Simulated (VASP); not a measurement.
# Sn (P-1) in VASP: single point with PBE

Aim: the single point of Sn with PBE.

Everything below comes from runs of VASP 6.6.1. Logs are shortened: lines on timing, memory, paths and dates and some standing lists are left out, and cuts for length are marked.

### Step 1. The cell of the first run

The typed cell holds 2 atoms: a = 4.450 Å, b = 4.408 Å, c = 4.392 Å, α = 60.62°, β = 60.56°, γ = 60.82°.

This isn't the form of Sn at room conditions, which is tetragonal (white tin).

### Step 2. Single point, PBE (all atoms moved at random, cell strained at random)

INCAR reads:

```
SYSTEM = Sn
PREC = Accurate ; ENCUT = 520
EDIFF = 1E-7 ; ISMEAR = 0
SIGMA = 0.1 ; LREAL = .FALSE.
LASPH = .TRUE. ; NELM = 100
ALGO = Fast ; ISIF = 2
LWAVE = .FALSE. ; LCHARG = .FALSE.
GGA = PE ; NBANDS = 21
```

KPOINTS reads:

```
regular mesh
0
G
  10 10 10
  0 0 0
```

POSCAR reads:

```
Sn
1.0
   -0.0505015360      3.1500170800      3.1435258800
    3.1114268960     -0.0293402240      3.1223645680
    3.0970164320      3.1144453040     -0.0149297600
Sn
2
Direct
    0.5010737614      0.4995455386      0.4866480774
    0.7489262386      0.7504544614      0.7633519226
```

Potentials or basis: VASP PAW PBE potentials, release 64 (Sn_d).

Command:

```bash
cat potpaw_PBE.64/Sn_d/POTCAR > POTCAR
mpirun -np 1 vasp_std > vasp.out
```

OUTCAR:

```text
SYSTEM = Sn
   PREC = Accurate
   ENCUT = 520
   EDIFF = 1E-7
   ISMEAR = 0
   LREAL = .FALSE.
   LASPH = .TRUE.
   NELM = 100
   ISIF = 2
   GGA = PE

 ion  position               nearest neighbor table
   1  0.501  0.500  0.487-   2 2.61   2 2.72   2 2.76   2 2.78
   2  0.749  0.750  0.763-   1 2.61   1 2.72   1 2.76   1 2.78

  LATTYP: Found a triclinic cell.
 ALAT       =     7.6826372902
 B/A-ratio  =     0.5781113622
 C/A-ratio  =     1.4011285869
 COS(alpha) =     0.0020488901
 COS(beta)  =     0.4666673365
 COS(gamma) =     0.8692111231

  Lattice vectors:

 A1 = (  -3.1258373600,   3.1731257520,  -6.2596588960)
 A2 = (  -0.0144104640,   3.1437855280,  -3.1372943280)
 A3 = (  -6.1579417920,  -6.2351221600,  -6.2509606880)

Analysis of symmetry for initial positions (statically):
=====================================================================
 Subroutine PRICEL returns:
 Original cell was already a primitive cell.

 Routine SETGRP: Setting up the symmetry group for a
 triclinic supercell.

 Subroutine GETGRP returns: Found  2 space group operations
 (whereof  1 operations were pure point group operations)
 out of a pool of  2 trial point group operations.

The static configuration has the point symmetry C_1 .
 The point group associated with its full space group is S_2 .

Analysis of symmetry for dynamics (positions and initial velocities):
=====================================================================
 Subroutine PRICEL returns:
 Original cell was already a primitive cell.

 Routine SETGRP: Setting up the symmetry group for a
 triclinic supercell.

 Subroutine GETGRP returns: Found  2 space group operations
 (whereof  1 operations were pure point group operations)
 out of a pool of  2 trial point group operations.

The dynamic configuration has the point symmetry C_1 .
 The point group associated with its full space group is S_2 .

 Subroutine INISYM returns: Found  2 space group operations
 (whereof  1 operations are pure point group operations),
 and found     1 'primitive' translations

----------------------------------------------------------------------------------------

                                     Primitive cell

  volume of cell :      61.8457

[... 82 lines left out ...]
   ISPIN  =      1    spin polarized calculation?
   LNONCOLLINEAR =      F non collinear calculations
   LSORBIT =      F    spin-orbit coupling
   LASPH  =      T    aspherical Exc in radial PAW
   ENCUT  =  520.0 eV  38.22 Ry    6.18 a.u.   8.27  8.20  8.17*2*pi/ulx,y,z
   NELM   =    100;   NELMIN=  2; NELMDL= -5     # of ELM steps
   EDIFF  = 0.1E-06   stopping-criterion for ELM
   LREAL  =      F    real-space projection
   EDIFFG = 0.1E-05   stopping-criterion for IOM
   NSW    =      0    number of steps for IOM
   IBRION =     -1    ionic relax: 0-MD 1-quasi-New 2-CG
   NFREE  =      0    steps in history (QN), initial steepest desc. (CG)
   ISIF   =      2    stress and relaxation
   ISYM   =      2    0-nonsym 1-usesym 2-fastsym
   POTIM  = 0.5000    time-step for ionic-motion
   TEBEG  =    0.0;   TEEND  =   0.0 temperature during run
   PSTRESS=    0.0 pullay stress
   NELECT =      28.0000    total number of electrons
   NUPDOWN=      -1.0000    fix difference up-down
   EMIN   =  10.00;   EMAX   =-10.00  energy-range for DOS
   EFERMI =   0.00;   METHOD = LEGACY
   ISMEAR =     0;   SIGMA  =   0.10  broadening in eV -4-tet -1-fermi 0-gaus
   EFERMI_NEDOS =   21; number of points for ismear=-14 and -15
   IALGO  =     68    algorithm
   IMIX   =      4    mixing-type and parameters
     AMIX     =   0.40;   BMIX     =  1.00
     AMIX_MAG =   1.60;   BMIX_MAG =  1.00
  volume/ion in A,a.u.               =      30.92       208.68
  Fermi-wavevector in a.u.,A,eV,Ry     =   1.257065  2.375508 21.500093  1.580212
  Thomas-Fermi vector in A             =   2.390742
   LORBIT       =      0    0 simple, 1 ext, 2 COOP (PROOUT), +10 PAW based schemes
   GGA     = PE    functional components
   LHFCALC =     F    Hartree Fock is set to
   AEXX    =    0.0000 exact exchange contribution
   IVDW    =     0    specifies the selected vdW correction
   LEPSILON=     F    determine dielectric tensor
   LRPA    =     F    only Hartree local field effects (RPA)
 non-spin polarized calculation
 RMM-DIIS sequential band-by-band and
 Gauss-broadening in eV      SIGMA  =   0.10
  energy-cutoff  :      520.00
  volume of cell :       61.85
 maximum number of plane-waves:      1681
 NGX is ok and might be reduce to    36
   NGX = 17   NGY = 17   NGZ = 17

 number of electron      27.9999997 magnetization

 Free energy of the ion-electron system (eV)
  ---------------------------------------------------
  ext. energy  EPLUGINS =         0.00000000
  ---------------------------------------------------
  free energy    TOTEN  =        -7.32157877 eV

  energy without entropy =       -7.32084688  energy(sigma->0) =       -7.32121282

 E-fermi :   6.9276     XC(G=0):  -9.3240

 val. band max:        6.9201431886   @ k =  -0.0000   0.1000   0.0000
 cond. band min:       6.9375944753   @ k =   0.3000   0.3000   0.3000
 fundamental gap:      0.0174512867
 Fermi energy:         6.9275792558

 k-point     1 :       0.0000    0.0000    0.0000
  band No.  band energies     occupation
      1     -15.2471      2.00000
      2     -15.1507      2.00000
      3     -15.1271      2.00000
      4     -15.1030      2.00000
      5     -15.0967      2.00000
      6     -14.7243      2.00000
[... 565 lines left out ...]
     20      14.4724      0.00000
     21      15.8714      0.00000

 [... further k-points ...]

------------------------ aborting loop because EDIFF is reached ----------------------------------------

  FORCE on cell =-STRESS in cart. coord.  units (eV):
  Direction    XX          YY          ZZ          XY          YZ          ZX
  --------------------------------------------------------------------------------------
  -------------------------------------------------------------------------------------
  Total        3.7820251      3.7594435      3.8734597      0.7419962     -1.3101487     -0.8300478
  in kB       97.9773285     97.3923291    100.3460391     19.2221907    -33.9407781    -21.5032594
  external PRESSURE =      98.5718989 kB  Pullay stress =       0.0000000 kB

 VOLUME and BASIS-vectors are now :
 -----------------------------------------------------------------------------
  energy-cutoff  :      520.00
  volume of cell :       61.85
      direct lattice vectors                 reciprocal lattice vectors
    -0.050501536  3.150017080  3.143525880    -0.157229982  0.157108253  0.158155518
     3.111426896 -0.029340224  3.122364568     0.159063138 -0.157404638  0.160285058
     3.097016432  3.114445304 -0.014929760     0.160524276  0.160698931 -0.158451902

 POSITION                                       TOTAL-FORCE (eV/Angst)
 -----------------------------------------------------------------------------------
      3.03615      3.07937      3.12764         0.953145      0.701269     -0.496113
      4.66128      4.71453      4.68606        -0.953145     -0.701269      0.496113
 -----------------------------------------------------------------------------------
    total drift:                               -0.000000      0.000000     -0.000000

  FREE ENERGIE OF THE ION-ELECTRON SYSTEM (eV)
  ---------------------------------------------------
  free  energy   TOTEN  =        -7.3215787725 eV

  energy  without entropy=       -7.3208468768  energy(sigma->0) =       -7.32121282
```

OSZICAR:

```text
N       E                     dE             d eps       ncg     rms          rms(c)
DAV:   1     0.231368065241E+03    0.23137E+03   -0.14898E+04 21462   0.203E+03
DAV:   2     0.176021458540E+02   -0.21377E+03   -0.20903E+03 21278   0.454E+02
DAV:   3    -0.662392264161E+01   -0.24226E+02   -0.24090E+02 24803   0.141E+02
DAV:   4    -0.738681497113E+01   -0.76289E+00   -0.76255E+00 24143   0.281E+01
DAV:   5    -0.741245665440E+01   -0.25642E-01   -0.25641E-01 30425   0.501E+00    0.376E+00
RMM:   6    -0.734859510342E+01    0.63862E-01   -0.26192E-02 26320   0.188E+00    0.223E+00
RMM:   7    -0.731864943873E+01    0.29946E-01   -0.65513E-02 27593   0.246E+00    0.171E-01
RMM:   8    -0.732095678574E+01   -0.23073E-02   -0.95967E-03 27902   0.871E-01    0.574E-02
RMM:   9    -0.732147985094E+01   -0.52307E-03   -0.33919E-03 31112   0.580E-01    0.559E-02
RMM:  10    -0.732156550505E+01   -0.85654E-04   -0.81816E-04 30345   0.249E-01    0.151E-02
RMM:  11    -0.732157749977E+01   -0.11995E-04   -0.11369E-04 33824   0.837E-02    0.502E-03
RMM:  12    -0.732157858077E+01   -0.10810E-05   -0.13779E-05 34011   0.284E-02    0.134E-03
RMM:  13    -0.732157903704E+01   -0.45628E-06   -0.28421E-06 31764   0.114E-02    0.105E-03
RMM:  14    -0.732157877958E+01    0.25746E-06   -0.30747E-07 19967   0.504E-03    0.470E-04
RMM:  15    -0.732157877254E+01    0.70368E-08   -0.14398E-07 14648   0.370E-03
   1 F= -.73215788E+01 E0= -.73212128E+01  d E =-.731896E-03
```

stdout:

```text
POSCAR found type information on POSCAR Sn
 POSCAR found :  1 types and       2 ions
 scaLAPACK will be used
 LDA part: xc-table for (Slater+PW92), standard interpolation
 POSCAR, INCAR and KPOINTS ok, starting setup
 FFT: planning ... GRIDC
 FFT: planning ... GRID_SOFT
[... 19 lines left out ...]
 num prob WARNING in EDDRMM: call to ZHEGV failed, returncode =   8  4     19
 num prob WARNING in EDDRMM: call to ZHEGV failed, returncode =   8  4     20
WARNING in EDDRMM: call to ZHEGV failed, returncode =   8  4     20
WARNING in EDDRMM: call to ZHEGV failed, returncode =   8  4     19
WARNING in EDDRMM: call to ZHEGV failed, returncode =   8  4     20
 num prob  num prob WARNING in EDDRMM: call to ZHEGV failed, returncode =   8  4     21
 num prob WARNING in EDDRMM: call to ZHEGV failed, returncode =   8  4     20
WARNING in EDDRMM: call to ZHEGV failed, returncode =   8  4     20
 num prob  num prob RMM:  15    -0.732157877254E+01    0.70368E-08   -0.14398E-07 14648   0.370E-03
```

Run time: 8.3 min. Hardware: 1 thread of AMD EPYC 9R45 (Zen 5), shared host; peak memory 0.57 GiB.

What came out:

| Property | Result |
| --- | --- |
| Free energy | -7.3216 eV |
| Pressure | 9.9 GPa |
| Largest force | 1.283 eV/Å |
| Band gap on the k mesh | none (metal or under the smearing width) |

Forces in eV/Å, atoms in the order of the input:
```
Sn   0.953  0.701 -0.496
Sn  -0.953 -0.701  0.496
```

Stress tensor (GPa, compression positive):
```
 9.80  1.92 -2.15
 1.92  9.74 -3.39
-2.15 -3.39 10.03
```

Caveat: forces of over 1 eV/Å show positions far from the minimum, so gaps and moduli don't describe the material at rest.
